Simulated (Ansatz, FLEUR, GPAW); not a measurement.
## One calculation of CdSe, 4 ways

```xyz
2
Lattice="0.0000 3.0703 3.0703 3.0703 0.0000 3.0703 3.0703 3.0703 0.0000" Properties=species:S:1:pos:R:3 pbc="T T T"
Cd    0.0000    0.0000    0.0000
Se    1.5351    1.5351    1.5351
```

The cell is a database's computed one, not the measured one.

Alike in all runs: task band structure; functional RPBE; k mesh 8 × 8 × 8; occupations fermi-dirac, width 0.05 eV; no spin polarisation; no spin-orbit coupling. Pressure is positive in compression and, in plane waves, holds the error of the finite cutoff, which Ansatz's Pulay term estimates and takes out. Gaps are the smaller of the mesh's and the band path's.

| program and potentials | plane-wave cutoff (eV) | notes | band gap (eV) | pressure (GPa) |
| --- | --- | --- | --- | --- |
| Ansatz, Ansatz PAW | 420 | potentials made for PBE, which Ansatz adapts in part; 18 valence electrons an atom on average; Pulay term of +0.03 GPa included | 0.73 | 3.19 |
| Ansatz, all-electron LAPW, scalar-relativistic | - | - | ? | ? |
| GPAW, the program's PAW data sets (release 1.2.1) made for this functional | 600 | 9 valence electrons an atom on average | 0.72 | 2.98 |
| FLEUR, all-electron, FLAPW | - | - | 0.95 | - |

Q: Estimate from the other rows what the run with Ansatz, all-electron LAPW, scalar-relativistic gave.

A: Band gap 0.73 eV; pressure 3.21 GPa. The other rows, which needn't bracket it: band gap 0.72 to 0.95; pressure 2.98 to 3.19.
